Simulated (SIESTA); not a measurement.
The system is BAs.

```
As B
1.0
     0.00000    2.38850    2.38850
     2.38850    0.00000    2.38850
     2.38850    2.38850    0.00000
As B
1 1
Direct
  0.75000 0.75000 0.75000
  0.00000 0.00000 0.00000
```

Base run:

| Property | Result |
| --- | --- |
| Program | SIESTA 5.4.2 |
| Functional | BLYP |
| Potentials or basis | PseudoDojo 0.4 standard (PBE files) |
| Basis | DZP (energy shift 0.002 Ry) |
| Grid cutoff | 500 Ry |
| Energy shift | 0.002 Ry |
| k mesh | 10 × 10 × 10 |
| Occupations | fermi-dirac, width 0.05 eV |
| Spin | no spin polarisation |

Its results: band gap on the k mesh 1.73 eV, indirect (least direct gap 3.53 eV); pressure 12.2 GPa.

**Question.** The run is repeated on the same cell with these changes: functional from BLYP to xPBE. What comes out?

**Answer.** Band gap on the k mesh 1.52 eV, indirect (least direct gap 3.43 eV); pressure 7.8 GPa.

Caveats: semicore shells carry a single zeta, which can move pressures by several GPa and volumes by a few percent; the potentials were made for another functional, which shifts forces and pressure; the basis of atomic orbitals isn't converged, which shifts pressures, moduli and gaps.
